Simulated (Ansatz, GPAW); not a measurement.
Given: the input of a run of Ansatz 0.2.0 on SiC (Moissanite 3C). 

The input input.yaml:

```yaml
crystal:
  lattice:
    - [0.0, 2.179, 2.179]
    - [2.179, 0.0, 2.179]
    - [2.179, 2.179, 0.0]
  atoms:
    - { symbol: Si, position: [0.0, 0.0, 0.0] }
    - { symbol: C, position: [0.75, 0.75, 0.75] }
hamiltonian:
  xc: pbesol
  pseudopotentials: { kind: paw }
kpoints:
  mp_grid: { grid: [10, 10, 10] }
scf:
  occupations: { method: gaussian, width: 0.02 }
output:
  forces: true
  stress: true
  eigenvalues: true
```

Potentials or basis: Ansatz PAW.

Launch:

```sh
$ ansatz run input.yaml --threads 2 --pin off --max-ram 5632MiB --backend cpu --events-out ev --progress --plain --runs-dir out
```

Problem. Translate it to GPAW 26.7.0 (ASE script). Potentials or basis there: PAW data sets generated for this functional, cutoff 800 eV.

Solution. As run (cutoffs and basis follow the program's own potentials, and thresholds, step limits or extra output files can differ):

File run.py:

```python
from ase.dft.bandgap import bandgap
from ase.io import read, write
from ase.units import GPa
from gpaw import GPAW, PW, setup_paths

setup_paths.insert(0, '.')

atoms = read('POSCAR')

calc = GPAW(mode=PW(800),
            xc='PBEsol',
            kpts={'size': (10, 10, 10), 'gamma': True},
            occupations={'name': 'methfessel-paxton', 'order': 0, 'width': 0.02},
            nbands=11,
            convergence={'density': 1e-05, 'energy': 1e-05},
            maxiter=150,
            txt='gpaw.txt')
atoms.calc = calc
energy = atoms.get_potential_energy()
forces = atoms.get_forces()
stress = atoms.get_stress()
calc.write('gs.gpw')
write('result.traj', atoms)
print(f'Energy: {energy:.6f} eV')
print('Forces (eV/A):')
print(forces.round(4))
print('Stress (GPa):', (stress / GPa).round(3))
print('Fermi level:', round(calc.get_fermi_level(), 4), 'eV')
print(f'Gap: {bandgap(calc)[0]:.4f} eV, direct: {bandgap(calc, direct=True)[0]:.4f} eV')
```

POSCAR

```
SiC
1.0
    0.0000000000      2.1790000000      2.1790000000
    2.1790000000      0.0000000000      2.1790000000
    2.1790000000      2.1790000000      0.0000000000
Si C
1 1
Direct
    0.0000000000      0.0000000000      0.0000000000
    0.7500000000      0.7500000000      0.7500000000
```

Potentials or basis: PAW data sets generated in the run's folder for this functional, pw.

The run is started by

```console
$ gpaw-setup -f PBEsol C Si
$ OMP_NUM_THREADS=1 python run.py
```

Both were run:

|  | Ansatz | GPAW |
| --- | --- | --- |
| Pressure | -0.2 GPa | 1.0 GPa |

Ansatz's pressure holds a Pulay term of +0.30 GPa for its cutoff of 420 eV, which the other run lacks.

Ansatz's potentials were made for PBE.

Where Ansatz's input types no cutoff or centring, it takes its own default and a Γ-centred mesh.

Pressure is positive in compression.
